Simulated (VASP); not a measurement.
# Ag (Im-3m) in VASP: further runs

Runs on Ag. Level: PBE. Tasks: relaxation of cell and atoms.

Everything below comes from runs of VASP 6.6.1. Logs are shortened: lines on timing, memory, paths and dates and some standing lists are left out, and cuts for length are marked.

## 1. The structure

It takes space group Im-3m (No. 229, cubic). Conventional cell: a = 3.311 Å, b = 3.311 Å, c = 3.311 Å, α = 90.00°, β = 90.00°, γ = 90.00°. Ag (site symmetry m-3m) has 8 Ag at 2.87 Å as nearest neighbours.

This isn't the form of Ag at room conditions, which is fcc.

## 2. Relaxation of cell and atoms, PBE

File INCAR:

```
PREC = Accurate
ENCUT = 600
EDIFF = 1E-6
ISMEAR = -1
SIGMA = 0.05
LREAL = False
LASPH = True
NELM = 100
ALGO = Fast
ISIF = 3
LWAVE = False
LCHARG = False
GGA = PE
IBRION = 2
NSW = 40
EDIFFG = -0.005
```

File KPOINTS:

```
Automatic mesh
0
Gamma
  11 11 11
```

File POSCAR:

```
Ag
1.0
   -1.6556540000      1.6556540000      1.6556540000
    1.6556540000     -1.6556540000      1.6556540000
    1.6556540000      1.6556540000     -1.6556540000
Ag
1
Direct
    0.0000000000      0.0000000000      0.0000000000
```

Potentials or basis: VASP PAW PBE potentials, release 64 (Ag).

The run is started by

```console
$ cat potpaw_PBE.64/Ag/POTCAR > POTCAR
$ mpirun -np 1 vasp_std > vasp.out
```

OUTCAR:

```text
PREC = Accurate
   ENCUT = 600
   EDIFF = 1E-6
   ISMEAR = -1
   LREAL = False
   LASPH = True
   NELM = 100
   ISIF = 3
   GGA = PE
   IBRION = 2
   NSW = 40
   EDIFFG = -0.005

 ion  position               nearest neighbor table
   1  0.000  0.000  0.000-

  LATTYP: Found a body centered cubic cell.
 ALAT       =     3.3113080000

  Lattice vectors:

 A1 = (  -1.6556540000,   1.6556540000,   1.6556540000)
 A2 = (   1.6556540000,  -1.6556540000,   1.6556540000)
 A3 = (   1.6556540000,   1.6556540000,  -1.6556540000)

Analysis of symmetry for initial positions (statically):
=====================================================================
 Subroutine PRICEL returns:
 Original cell was already a primitive cell.

 Routine SETGRP: Setting up the symmetry group for a
 body centered cubic supercell.

 Subroutine GETGRP returns: Found 48 space group operations
 (whereof 48 operations were pure point group operations)
 out of a pool of 48 trial point group operations.

The static configuration has the point symmetry O_h .

Analysis of symmetry for dynamics (positions and initial velocities):
=====================================================================
 Subroutine PRICEL returns:
 Original cell was already a primitive cell.

 Routine SETGRP: Setting up the symmetry group for a
 body centered cubic supercell.

 Subroutine GETGRP returns: Found 48 space group operations
 (whereof 48 operations were pure point group operations)
 out of a pool of 48 trial point group operations.

The dynamic configuration has the point symmetry O_h .

 Subroutine INISYM returns: Found 48 space group operations
 (whereof 48 operations are pure point group operations),
 and found     1 'primitive' translations

----------------------------------------------------------------------------------------

                                     Primitive cell

  volume of cell :      18.1538

  direct lattice vectors                    reciprocal lattice vectors
    -1.655654000  1.655654000  1.655654000     0.000000000  0.301995465  0.301995465
     1.655654000 -1.655654000  1.655654000     0.301995465  0.000000000  0.301995465
     1.655654000  1.655654000 -1.655654000     0.301995465  0.301995465  0.000000000

  length of vectors
     2.867676848  2.867676848  2.867676848     0.427086083  0.427086083  0.427086083

  position of ions in fractional coordinates (direct lattice)
     0.000000000  0.000000000  0.000000000

  ion indices of the primitive-cell ions
   primitive index   ion index
                 1           1

----------------------------------------------------------------------------------------

 KPOINTS: Automatic mesh

Automatic generation of k-mesh.
 Grid dimensions read from file:
 generate k-points for:   11   11   11

 Generating k-lattice:

  Cartesian coordinates                     Fractional coordinates (reciprocal lattice)
     0.000000000  0.027454133  0.027454133     0.090909091  0.000000000  0.000000000
     0.027454133  0.000000000  0.027454133     0.000000000  0.090909091  0.000000000
     0.027454133  0.027454133  0.000000000     0.000000000  0.000000000  0.090909091

  Length of vectors
     0.038826008  0.038826008  0.038826008

  Shift w.r.t. Gamma in fractional coordinates (k-lattice)
     0.000000000  0.000000000  0.000000000

 Subroutine IBZKPT returns following result:
 ===========================================

 Found     56 irreducible k-points:

 Following reciprocal coordinates:
            Coordinates               Weight
  0.000000  0.000000  0.000000      1.000000
  0.090909  0.000000  0.000000     12.000000
  0.181818  0.000000  0.000000     12.000000
  0.272727  0.000000  0.000000     12.000000
  0.363636  0.000000  0.000000     12.000000
  0.454545  0.000000  0.000000     12.000000
[... 16 lines left out ...]
  0.272727  0.181818  0.090909     48.000000
  0.363636  0.181818  0.090909     24.000000
 [... further k-points ...]
   k-points           NKPTS =     56   k-points in BZ     NKDIM =     56   number of bands    NBANDS=      9
   number of dos      NEDOS =    301   number of ions     NIONS =      1
   total plane-waves  NPLWV =  13824
   dimension x,y,z NGX =    24 NGY =   24 NGZ =   24
   dimension x,y,z NGXF=    48 NGYF=   48 NGZF=   48
   ions per type =               1
   NGX,Y,Z   is equivalent  to a cutoff of  13.91, 13.91, 13.91 a.u.
   NGXF,Y,Z  is equivalent  to a cutoff of  27.83, 27.83, 27.83 a.u.
 SYSTEM =  unknown system
   PREC   = accura    normal or accurate (medium, high low for compatibility)
   ISTART =      0    job   : 0-new  1-cont  2-samecut
   ICHARG =      2    charge: 1-file 2-atom 10-const
   ISPIN  =      1    spin polarized calculation?
   LNONCOLLINEAR =      F non collinear calculations
   LSORBIT =      F    spin-orbit coupling
   LASPH  =      T    aspherical Exc in radial PAW
   ENCUT  =  600.0 eV  44.10 Ry    6.64 a.u.   5.73  5.73  5.73*2*pi/ulx,y,z
   NELM   =    100;   NELMIN=  2; NELMDL= -5     # of ELM steps
   EDIFF  = 0.1E-05   stopping-criterion for ELM
   LREAL  =      F    real-space projection
   EDIFFG = -.5E-02   stopping-criterion for IOM
   NSW    =     40    number of steps for IOM
   IBRION =      2    ionic relax: 0-MD 1-quasi-New 2-CG
   NFREE  =      1    steps in history (QN), initial steepest desc. (CG)
   ISIF   =      3    stress and relaxation
   ISYM   =      2    0-nonsym 1-usesym 2-fastsym
   POTIM  = 0.5000    time-step for ionic-motion
   TEBEG  =    0.0;   TEEND  =   0.0 temperature during run
   PSTRESS=    0.0 pullay stress
   NELECT =      11.0000    total number of electrons
   NUPDOWN=      -1.0000    fix difference up-down
   EMIN   =  10.00;   EMAX   =-10.00  energy-range for DOS
   EFERMI =   0.00;   METHOD = LEGACY
   ISMEAR =    -1;   SIGMA  =   0.05  broadening in eV -4-tet -1-fermi 0-gaus
   EFERMI_NEDOS =   21; number of points for ismear=-14 and -15
   IALGO  =     68    algorithm
   IMIX   =      4    mixing-type and parameters
     AMIX     =   0.40;   BMIX     =  1.00
     AMIX_MAG =   1.60;   BMIX_MAG =  1.00
  volume/ion in A,a.u.               =      18.15       122.51
  Fermi-wavevector in a.u.,A,eV,Ry     =   1.385318  2.617871 26.111022  1.919106
  Thomas-Fermi vector in A             =   2.509739
   LORBIT       =      0    0 simple, 1 ext, 2 COOP (PROOUT), +10 PAW based schemes
   GGA     = PE    functional components
   LHFCALC =     F    Hartree Fock is set to
   AEXX    =    0.0000 exact exchange contribution
   IVDW    =     0    specifies the selected vdW correction
   LEPSILON=     F    determine dielectric tensor
   LRPA    =     F    only Hartree local field effects (RPA)
 conjugate gradient relaxation of ions
 non-spin polarized calculation
 RMM-DIIS sequential band-by-band and
  energy-cutoff  :      600.00
  volume of cell :       18.15
 maximum number of plane-waves:       621
   NGX = 11   NGY = 11   NGZ = 11

--------------------------------------- Ionic step        1  -------------------------------------------

 number of electron      11.0000001 magnetization

 Free energy of the ion-electron system (eV)
  ---------------------------------------------------
  ext. energy  EPLUGINS =         0.00000000
  ---------------------------------------------------
  free energy    TOTEN  =        -2.69553051 eV

  energy without entropy =       -2.69214362  energy(sigma->0) =       -2.69383706

------------------------ aborting loop because EDIFF is reached ----------------------------------------

  FORCE on cell =-STRESS in cart. coord.  units (eV):
  Direction    XX          YY          ZZ          XY          YZ          ZX
  --------------------------------------------------------------------------------------
  -------------------------------------------------------------------------------------
  Total       -0.1014698     -0.1014698     -0.1014698      0.0000000      0.0000000      0.0000000
  in kB       -8.9552652     -8.9552652     -8.9552652      0.0000000      0.0000000      0.0000000
  external PRESSURE =      -8.9552652 kB  Pullay stress =       0.0000000 kB

 VOLUME and BASIS-vectors are now :
 -----------------------------------------------------------------------------
  energy-cutoff  :      600.00
  volume of cell :       18.15
      direct lattice vectors                 reciprocal lattice vectors
    -1.655654000  1.655654000  1.655654000     0.000000000  0.301995465  0.301995465
     1.655654000 -1.655654000  1.655654000     0.301995465  0.000000000  0.301995465
     1.655654000  1.655654000 -1.655654000     0.301995465  0.301995465  0.000000000
[... 71 lines left out ...]
 POSITION                                       TOTAL-FORCE (eV/Angst)
 -----------------------------------------------------------------------------------
      0.00000     -0.00000      0.00000        -0.000000     -0.000000     -0.000000
 -----------------------------------------------------------------------------------
    total drift:                               -0.000000     -0.000000      0.000000

  FREE ENERGIE OF THE ION-ELECTRON SYSTEM (eV)
  ---------------------------------------------------
  free  energy   TOTEN  =        -2.6961164067 eV

  energy  without entropy=       -2.6926690773  energy(sigma->0) =       -2.69439274

--------------------------------------- Ionic step        4  -------------------------------------------

 number of electron      11.0000003 magnetization

 Free energy of the ion-electron system (eV)
  ---------------------------------------------------
  ext. energy  EPLUGINS =         0.00000000
  ---------------------------------------------------
  free energy    TOTEN  =        -2.69611738 eV

  energy without entropy =       -2.69267332  energy(sigma->0) =       -2.69439535

 E-fermi :   7.7210     XC(G=0): -11.9010

 val. band max:        7.6929611474   @ k =  -0.3636   0.4545   0.0909
 cond. band min:       7.9090723554   @ k =  -0.4545   0.4545   0.0909
 fundamental gap:      0.2161112080
 Fermi energy:         7.7209651801

 k-point     1 :       0.0000    0.0000    0.0000
  band No.  band energies     occupation
      1       0.3425      2.00000
      2       2.9983      2.00000
      3       2.9983      2.00000
      4       2.9983      2.00000
      5       4.2224      2.00000
      6       4.2224      2.00000
      7      25.5222      0.00000
      8      25.5222      0.00000
      9      25.5222      0.00000

 k-point     2 :       0.0909    0.0000    0.0000
  band No.  band energies     occupation
      1       0.6017      2.00000
      2       2.9377      2.00000
      3       3.0094      2.00000
      4       3.1416      2.00000
      5       4.1596      2.00000
      6       4.2269      2.00000
      7      24.7298      0.00000
      8      25.3744      0.00000
      9      25.6768      0.00000
[... 253 lines left out ...]
 k-point    24 :       0.3636    0.1818    0.0909
  band No.  band energies     occupation
      1       2.1779      2.00000
      2       2.4499      2.00000
      3       3.6625      2.00000
      4       4.2633      2.00000
      5       4.3722      2.00000
      6      10.4458      0.00000
      7      11.9546      0.00000
      8      16.3477      0.00000
      9      18.8491      0.00000

 [... further k-points ...]

------------------------ aborting loop because EDIFF is reached ----------------------------------------

  FORCE on cell =-STRESS in cart. coord.  units (eV):
  Direction    XX          YY          ZZ          XY          YZ          ZX
  --------------------------------------------------------------------------------------
  -------------------------------------------------------------------------------------
  Total       -0.0006430     -0.0006430     -0.0006430      0.0000000      0.0000000      0.0000000
  in kB       -0.0573574     -0.0573574     -0.0573574      0.0000000      0.0000000      0.0000000
  external PRESSURE =      -0.0573574 kB  Pullay stress =       0.0000000 kB

 VOLUME and BASIS-vectors are now :
 -----------------------------------------------------------------------------
  energy-cutoff  :      600.00
  volume of cell :       17.96
      direct lattice vectors                 reciprocal lattice vectors
    -1.649761910  1.649761910  1.649761910     0.000000000  0.303074036  0.303074036
     1.649761910 -1.649761910  1.649761910     0.303074036  0.000000000  0.303074036
     1.649761910  1.649761910 -1.649761910     0.303074036  0.303074036  0.000000000

 POSITION                                       TOTAL-FORCE (eV/Angst)
 -----------------------------------------------------------------------------------
      0.00000     -0.00000      0.00000         0.000000      0.000000      0.000000
 -----------------------------------------------------------------------------------
    total drift:                               -0.000000      0.000000      0.000000

  FREE ENERGIE OF THE ION-ELECTRON SYSTEM (eV)
  ---------------------------------------------------
  free  energy   TOTEN  =        -2.6961173816 eV

  energy  without entropy=       -2.6926733156  energy(sigma->0) =       -2.69439535

 reached required accuracy - stopping structural energy minimisation
```

Wall time 13 s (1 thread of Intel Xeon 6975P-C (Granite Rapids), shared host); peak memory 0.14 GiB.

What came out:

```yaml
Free_energy: -2.6961 eV
Relaxed_volume: 17.96 Å³/atom
Relaxed_cell: a = 2.857 Å, b = 2.857 Å, c = 2.857 Å, α = 109.47°, β = 109.47°, γ = 109.47°
Space_group_after_relaxing_to_0.05_Å: Im-3m (No. 229)
Energy_gained_by_relaxing: 0.6 meV/atom
Ionic_steps: 4
Pressure_after_relaxing: 0.0 GPa
Band_gap_on_the_k_mesh: none (metal or under the smearing width)
```

Step by step:
```
step  energy change (eV)  largest force (eV/Å)  pressure (GPa)  volume (Å³)
   1              0.0000                0.0000           -0.90        18.15
   2             -0.0005                0.0000            0.26        17.89
   3             -0.0006                0.0000            0.05        17.95
   4             -0.0006                0.0000           -0.01        17.96
```

Final structure:
```
Ag
1.0
    -1.64976    1.64976    1.64976
     1.64976   -1.64976    1.64976
     1.64976    1.64976   -1.64976
Ag
1
Direct
  0.00000 0.00000 0.00000
```

Levels at points of the mesh, in eV from the Fermi level:
```csv
k point,band 3,band 4,band 5,band 6,band 7,band 8,band 9
"(0.00, 0.00, 0.00)",-4.72,-4.72,-3.50,-3.50,17.80,17.80,17.80
```

[end of part 1 of 2]
